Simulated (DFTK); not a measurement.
Ir under changes of volume

One of the cells (14.059 Å³/atom); the others are scaled copies at fixed shape and fractional positions:

```
Ir
1.0
     0.00000    1.91560    1.91560
     1.91560    0.00000    1.91560
     1.91560    1.91560    0.00000
Ir
1
Direct
  0.00000 0.00000 0.00000
```

- Program: DFTK 0.8.2
- Functional: r2SCAN
- Potentials or basis: cp2k.nc.sr.pbe.v0_1.semicore.gth (PBE, GTH)
- Cutoff: 2068 eV
- k mesh: 7 × 7 × 7
- Occupations: fermi-dirac, width 0.05 eV
- Spin: no spin polarisation

```tsv
volume (Å³/atom)	energy over the lowest point (meV/atom)	pressure (GPa)
13.215	66.51	27.3
13.496	?	?
13.778	6.29	7.7
14.059	0.00	-0.4
14.340	7.24	-7.7
14.621	26.50	-14.1
14.902	56.42	-19.9
```

Q: What does the run at 13.496 Å³/atom give?

A: Energy over the lowest point 27.82 meV/atom; pressure 16.9 GPa.

Worked out: A Birch-Murnaghan fit of order 3 (a polynomial in V^(-2/3)) to the other rows has its minimum at 14.04 Å³/atom with B0 = V·E''(V) = 387 GPa and B' = 4.9. It gives 27.87 meV/atom at 13.496 Å³/atom, against the run's 27.82, and -dE/dV = 17.0 GPa, against 16.9.

Energies are extrapolated to zero smearing.

Caveats: all runs use coarse meshes; GTH potentials come without recommended cutoffs, and this one wasn't checked for convergence; the potentials were made for another functional, which shifts forces and pressure.
